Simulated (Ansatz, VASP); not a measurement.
## Two plane-wave programs on Sr

```
Sr
1.0
     3.25022    0.00000    0.00000
    -1.62511    2.81477    0.00000
     0.00000    0.00000   10.52186
Sr
4
Direct
  0.00000 0.00000 0.00000
  0.00000 0.00000 0.50000
  0.33333 0.66667 0.25000
  0.66667 0.33333 0.75000
```

Alike in both runs: functional LDA; k mesh 11 × 11 × 3; occupations fermi-dirac, width 0.05 eV; no spin polarisation.

Ansatz relaxed the structure, and its values are those at the end. VASP's run is a single point on that final structure, the one shown.

|  | VASP | Ansatz |
| --- | --- | --- |
| version | VASP 6.6.1 | Ansatz 0.2.0 |
| potentials or method | VASP PAW LDA potentials, release 64 (Sr_sv) | PAW with Ansatz's default frozen-core files, scalar-relativistic |
| plane-wave cutoff (eV) | 520 | 420 |
| valence electrons in the cell | 40 | 40 |

Ansatz gave:

```
pressure (GPa) : 25.0
```

**Question.** What did VASP give for the same quantities?

**Answer.** Pressure (GPa): 25.3.

Caveats: so large a pressure means that the cell lies far from this level's equilibrium, or that cutoff or potentials fall short (VASP).
